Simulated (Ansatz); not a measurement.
# Sn: moving Sn off its site

Sn, I4/mmm, a = 3.182 Å, c = 5.831 Å (as given, not relaxed at this level: -4.1 GPa). This isn't the element's structure at ambient conditions. Ansatz: PBEsol, PAW, 420 eV, Γ-centred 10×10×10 mesh on 8 atoms, Gaussian smearing 0.15 eV; no spin polarisation.

```xyz
8
Lattice="-6.3630 0.0000 0.0000 0.0000 -6.3630 0.0000 3.1815 3.1815 5.8313" Properties=species:S:1:pos:R:3 pbc="T T T"
Sn   -3.1815   -3.1815    0.0000
Sn    0.0000   -3.1815    0.0000
Sn   -3.1815    0.0000    0.0000
Sn   -1.5908   -1.5908    2.9156
Sn    0.0000    0.0000    0.0000
Sn    1.5908   -1.5908    2.9156
Sn   -1.5908    1.5908    2.9156
Sn    1.5908    1.5908    2.9156
```

Atom 1 (Sn) moves by x along the unit vector (0.577, 0.577, 0.577), with its periodic images; all else is held. y is the free energy of the cell over the start, F the force along the path summed over the moved atoms. Symmetry makes y even in x.

```
  x (Å) y (meV) F (eV/Å)
-0.1000     5.63      0.11
-0.0333     0.62      0.04
 0.0000     0.00      0.00
 0.0167        ?         ?
 0.0500     1.40     -0.06
 0.0667     2.50     -0.08
 0.0833     3.90     -0.09
```

Task: Fit y = c2 x² + c4 x⁴ to the energies of the other rows, give the force constant, and predict energy and force of the missing row.

Result: Least squares on the rows shown. y = 560.1 x² + 294.1 x⁴. The force constant is 2 c2 = 1.12 eV/Å², for the cell as given, at -4.1 GPa (for all images moving together, not for a lone atom). The force −dy/dx at the missing row is -0.02 eV/Å (computed -0.02). At x = 0.0167 the fit asked for gives 0.16 meV. The run gave 0.16 meV, the same to the digits shown.